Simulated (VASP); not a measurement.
The system is ZrO2.

```xyz
3
Lattice="0.0000 2.5500 2.5500 2.5500 0.0000 2.5500 2.5500 2.5500 0.0000" Properties=species:S:1:pos:R:3 pbc="T T T"
Zr    0.0000    0.0000    0.0000
O     1.2750    1.2750    1.2750
O     3.8250    3.8250    3.8250
```

The cell was built by a generator and needn't be a form met in nature.

Program: VASP 6.6.1. Alike in all runs: task single point; no spin polarisation; cell as given; k mesh 6 × 6 × 6; cutoff (eV) 700; smearing gaussian 0.05 eV.

**Question.** Order these runs on this cell by their pressure, lowest first.
A. level PBE; potentials or basis VASP PAW PBE potentials, release 64 (Zr_sv, O)
B. level HSE06; potentials or basis VASP PAW PBE potentials, release 64 (Zr_sv, O); grid for exact exchange (PRECFOCK) Normal; screening parameter 0.2 1/A
C. level LDA; potentials or basis VASP PAW LDA potentials, release 64 (Zr_sv, O)

**Answer.** C (-10.3 GPa), B (-4.4 GPa), A (2.3 GPa).

Caveats: the PAW data sets were made with another functional, which shifts forces and pressure a little (some runs).
